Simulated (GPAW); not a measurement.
Crystal: Ta2N.

```
Ta N
1.0
     3.11286    0.00000    0.00000
    -1.55643    2.69582    0.00000
     0.00000    0.00000    4.86984
Ta N
2 1
Cartesian
  0.0000 1.7972 1.2404
  1.5564 0.8986 3.6294
  0.0000 0.0000 0.0000
```

The cell comes from a database or a generator and needn't be the stable form of this composition.

| Quantity | Value |
| --- | --- |
| Program | GPAW 26.7.0 |
| Task | relaxation of cell and atoms |
| Functional | PBEsol |
| Potentials or basis | PAW data sets generated in the run's folder for this functional |
| Cutoff | 800 eV |
| Basis | pw |
| k mesh | 7 × 7 × 4 |
| Occupations | fermi-dirac, width 0.05 eV |
| Spin | no spin polarisation |

At the start: pressure -9.0 GPa; volume 13.62 Å³/atom.

Problem. How do energy, volume and symmetry change on relaxing?

Solution. Over 7 steps the energy falls by 12.5 meV/atom and the volume is 13.20 Å³/atom (-3.1 %); space group P-3m1 (No. 164, to 0.05 Å).

Step by step:
```csv
step,energy change (eV),largest force (eV/Å),pressure (GPa),volume (Å³)
1,0.0000,0.2889,-9.01,40.87
2,-0.0221,0.1487,-5.87,40.42
3,-0.0361,0.1049,0.10,39.64
4,-0.0366,0.0648,-0.08,39.65
5,-0.0372,0.0206,-0.04,39.62
6,-0.0372,0.0214,0.04,39.61
7,-0.0374,0.0123,0.15,39.60
```

Final structure:
```
CELL_PARAMETERS angstrom
3.08737 0.00000 0.00000
-1.54368 2.67374 0.00000
0.00000 0.00000 4.79742
ATOMIC_POSITIONS crystal
Ta 0.33333 0.66667 0.25353
Ta 0.66667 0.33333 0.74647
N 0.00000 0.00000 0.00000
```

Caveat: later steps reuse the first step's grids.
